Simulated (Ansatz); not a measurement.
Geometry optimisation, DFT LDA, scalar-relativistic, plane waves, PAW (Ansatz).

input.yaml

```yaml
accuracy: low
crystal:
  lattice:
    - [5.314661, 0.0, 0.0]
    - [-2.277357, 6.155354, 0.0]
    - [0.0, 0.0, 16.328576]
  atoms:
    - { symbol: Ag, position: [0.8588795, 0.9354773, 0.1049478] }
    - { symbol: Ag, position: [0.6743638, 0.3077958, 0.0789894] }
    - { symbol: Cl, position: [0.1969092, 0.3691972, 0.0612423] }
    - { symbol: Cl, position: [0.3363341, 0.8740759, 0.1226949] }
    - { symbol: Ag, position: [0.3921228, 0.1787504, 0.2373887] }
    - { symbol: Ag, position: [0.2076072, 0.5510688, 0.2114303] }
    - { symbol: Cl, position: [0.7301525, 0.6124703, 0.1936832] }
    - { symbol: Cl, position: [0.8695775, 0.117349, 0.2551358] }
    - { symbol: Ag, position: [0.9253662, 0.4220234, 0.3698296] }
    - { symbol: Ag, position: [0.7408505, 0.7943419, 0.3438712] }
    - { symbol: Cl, position: [0.2633959, 0.8557433, 0.3261241] }
    - { symbol: Cl, position: [0.4028208, 0.360622, 0.3875767] }
basis:
  ecutwfc: 420.0
kpoints:
  mp_grid: { grid: [2, 2, 1] }
hamiltonian:
  xc: lda
scf:
  occupations: { method: fermi_dirac, width: 0.05 }
  lower_state_search: "off"
relax:
  f_tol: 0.08
  max_steps: 25
  adjacent_minimum: "off"
  constraints: [{ sites: [0, 1, 2, 3] }]
```

Launched with:

```bash
$ ansatz run input.yaml --threads 2 --pin off --max-ram 5120MiB --backend cpu --events-out ev --progress --plain --runs-dir out
```

Q: Where does it end, and by what steps?

A: The run converged. The force dipped under the threshold on the way, but the program's further checks kept it going. Limits of this set-up: coarse k mesh, thin slab, slab without dipole correction, low accuracy level. After 9 steps the energy has fallen by 0.772 eV; Cl11 moved furthest, 0.92 Å. Parted: Ag6–Cl11 (2.68 → 3.47 Å). Joined: Ag5–Ag10 (3.91 → 3.47 Å).

```tsv
step	energy less start (eV)	largest force component (eV/Å)	accepted
0	0.0000	1.273	yes
1	-0.5303	0.532	yes
2	-0.6872	0.168	yes
3	-0.7340	0.206	yes
4	-0.7560	0.151	yes
5	-0.7643	0.078	yes
6	-0.7643	0.078	yes
7	-0.7624	0.172	no
8	-0.7697	0.051	yes
9	-0.7720	0.027	yes
```

```xyz
12
Lattice="5.3147 0.0000 0.0000 -2.2774 6.1554 0.0000 0.0000 0.0000 16.3286" Properties=species:S:1:pos:R:3
Ag 2.434 5.758 1.714
Ag 2.883 1.895 1.290
Cl 0.206 2.273 1.000
Cl -0.203 5.380 2.003
Ag 1.532 0.655 4.101
Ag 0.161 3.133 3.428
Cl 2.694 3.595 3.088
Cl 4.230 0.668 4.281
Ag 4.024 2.696 5.691
Ag 1.589 4.623 5.445
Cl -0.899 5.023 6.136
Cl 1.507 2.260 6.205
```

The run took 27 s on 2 threads of Intel(R) Xeon(R) Platinum 8488C (Sapphire Rapids) (shared host), peak memory 0.89 GiB.
